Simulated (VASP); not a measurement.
A run of VASP 6.6.1 is set up as follows.

Contents of INCAR:

```
SYSTEM = Si
AGGAC = 1.0
AGGAX = 1.0
ALDAC = 0.0
ALDAX = 1.0
ALGO = Normal
EDIFF = 1E-6
EDIFFG = -0.02
ENCUT = 600
GGA = B5
IBRION = 2
ISIF = 3
ISMEAR = -1
IVDW = 12
LASPH = .TRUE.
LCHARG = .FALSE.
LREAL = .FALSE.
LWAVE = .FALSE.
NELM = 80
NSW = 40
PREC = Accurate
SIGMA = 0.05
VDW_A1 = 0.4298
VDW_A2 = 4.2359
VDW_S6 = 1.0
VDW_S8 = 2.6996
```

Contents of KPOINTS:

```
k-points
0
G
  12 12 11
  0 0 0
```

POSCAR

```
Si
1.0
    2.6205428149      0.0000000000      0.0000000000
   -1.3102714075      2.2694566494      0.0000000000
    0.0000000000      0.0000000000      2.4663543900
Si
1
Direct
    0.0000000000      0.0000000000      0.0000000000
```

Potentials or basis: VASP PAW PBE potentials, release 64 (Si).

The run is started by

```sh
$ cat potpaw_PBE.64/Si/POTCAR > POTCAR
$ mpirun -np 1 vasp_std > vasp.out
```

Question: Predict the relaxed cell.

Answer: a = 2.617 Å, b = 2.617 Å, c = 2.483 Å, α = 90.00°, β = 90.00°, γ = 120.00°.

Question: Predict the space group after relaxing (to 0.05 Å).

Answer: P6/mmm (No. 191).

Question: Predict the band gap on the k mesh.

Answer: None (metal or under the smearing width).

The path:
```tsv
step	energy change (eV)	largest force (eV/Å)	pressure (GPa)	volume (Å³)
1	0.0000	0.0000	0.48	14.67
2	-0.0005	0.0000	-0.35	14.76
3	-0.0009	0.0000	-0.04	14.73
```

Caveat: the PAW data sets were made with another functional, which shifts forces and pressure a little; pairwise dispersion overbinds metals, which lowers pressure and volume.
